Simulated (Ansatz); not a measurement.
A run of Ansatz 0.2.0 is set up as follows.

Contents of input:

```
crystal:
  lattice:
    - [3.784322, 0.0, 0.0]
    - [0.0, 3.784322, 0.0]
    - [0.0, 0.0, 3.784322]
  atoms:
    - { symbol: Pb, position: [0.0, 0.0, 0.0] }
    - { symbol: Se, position: [0.5, 0.5, 0.5] }
hamiltonian:
  xc: { exchange: pbe, correlation: pbe, exx: { coeff: 0.4, omega: 0.2 } }
  pseudopotentials: { kind: paw }
kpoints:
  mp_grid: { grid: [4, 4, 4] }
scf:
  occupations: { method: fermi_dirac, width: 0.05 }
output:
  forces: true
  stress: true
  eigenvalues: true
```

Q: Predict the pressure.

A: -1.6 GPa.

Q: What does it give for the band gap on the k mesh?

A: None (metal or under the smearing width).

Caveat: the k mesh is coarse (spacing up to 0.42 Å⁻¹), so the values aren't converged, least of all with exact exchange; the PAW data sets come from PBE, with cores solved anew for the run's functional, which leaves a small shift of forces and pressure; the thresholds are loose for stress. The run has no spin-orbit coupling, so splittings on Pb are missing.
